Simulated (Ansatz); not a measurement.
# SiO2: the cost of one run

Computed with Ansatz 0.2.0 (DFT r2SCAN, scalar-relativistic, plane waves, PAW, unless a step's input says otherwise).

2 further runs of the same task are left out: 2 set aside as unsound or not needed. Runs told in other sessions of the task aren't counted.

**1. Starting point**

It takes space group P6_422 (No. 181, hexagonal). Conventional cell: a = 5.060 Å, b = 5.060 Å, c = 5.541 Å, α = 90.00°, β = 90.00°, γ = 120.00°. Si (site symmetry 222) is surrounded by 4 O at 1.61 Å. Around O (site symmetry 2) lie 2 Si at 1.61 Å.

Structure file:

```xyz
18
Lattice="-5.0597 0.0000 0.0000 -2.5298 -4.3818 0.0000 0.0000 0.0000 11.0822" Properties=species:S:1:pos:R:3 pbc="T T T"
Si   -3.7948   -2.1909    1.8470
Si   -3.7948   -2.1909    7.3881
Si   -1.2649   -2.1909    3.6941
Si   -1.2649   -2.1909    9.2351
Si   -2.5298    0.0000    0.0000
Si   -2.5298    0.0000    5.5411
O    -1.5805   -0.9125    4.6176
O    -1.5805   -0.9125   10.1587
O    -5.0597   -1.8250    2.7705
O    -5.0597   -1.8250    8.3116
O    -4.1104   -3.4693    0.9235
O    -4.1104   -3.4693    6.4646
O    -6.0090   -3.4693    4.6176
O    -6.0090   -3.4693   10.1587
O    -2.5298   -2.5568    2.7705
O    -2.5298   -2.5568    8.3116
O    -3.4792   -0.9125    0.9235
O    -3.4792   -0.9125    6.4646
```

It goes back to an entry of the Materials Project, which need not be the stable form.

It is built from the cell relaxed beforehand with the same method (13.65 Å³/atom).

**2. Zero of the scan**

The input, input.yaml:

```yaml
crystal:
  lattice:
    - [-5.0596778151, 0.0, 0.0]
    - [-2.5298389075, -4.3818095228, 0.0]
    - [0.0, 0.0, 11.0821711646]
  atoms:
    - { symbol: Si, position: [0.5, 0.5, 0.1666666667] }
    - { symbol: Si, position: [0.5, 0.5, 0.6666666667] }
    - { symbol: Si, position: [0.0, 0.5, 0.3333333333] }
    - { symbol: Si, position: [0.0, 0.5, 0.8333333333] }
    - { symbol: Si, position: [0.5, 0.0, 0.0] }
    - { symbol: Si, position: [0.5, 0.0, 0.5] }
    - { symbol: O, position: [0.2082505232, 0.2082505232, 0.4166666667] }
    - { symbol: O, position: [0.2082505232, 0.2082505232, 0.9166666667] }
    - { symbol: O, position: [0.7917494768, 0.4165010465, 0.25] }
    - { symbol: O, position: [0.7917494768, 0.4165010465, 0.75] }
    - { symbol: O, position: [0.4165010465, 0.7917494768, 0.0833333333] }
    - { symbol: O, position: [0.4165010465, 0.7917494768, 0.5833333333] }
    - { symbol: O, position: [0.7917494768, 0.7917494768, 0.4166666667] }
    - { symbol: O, position: [0.7917494768, 0.7917494768, 0.9166666667] }
    - { symbol: O, position: [0.2082505232, 0.5834989535, 0.25] }
    - { symbol: O, position: [0.2082505232, 0.5834989535, 0.75] }
    - { symbol: O, position: [0.5834989535, 0.2082505232, 0.0833333333] }
    - { symbol: O, position: [0.5834989535, 0.2082505232, 0.5833333333] }
basis:
  ecutwfc: 500
kpoints:
  mp_grid: { grid: [5, 5, 2] }
hamiltonian:
  xc: r2scan
scf:
  occupations: { method: gaussian, width: 0.05 }
output:
  forces: true
  stress: true
  eigenvalues: true
```

Started as:

```sh
> ansatz run input.yaml --threads 2 --pin off --max-ram 5120MiB --backend cpu --events-out ev --progress --plain --runs-dir out
```

Q: Estimate wall time and peak memory on 2 threads of Oxide Virtual Turin-like (Zen 5), shared host.

About 12 s, with a peak of 1 GiB.
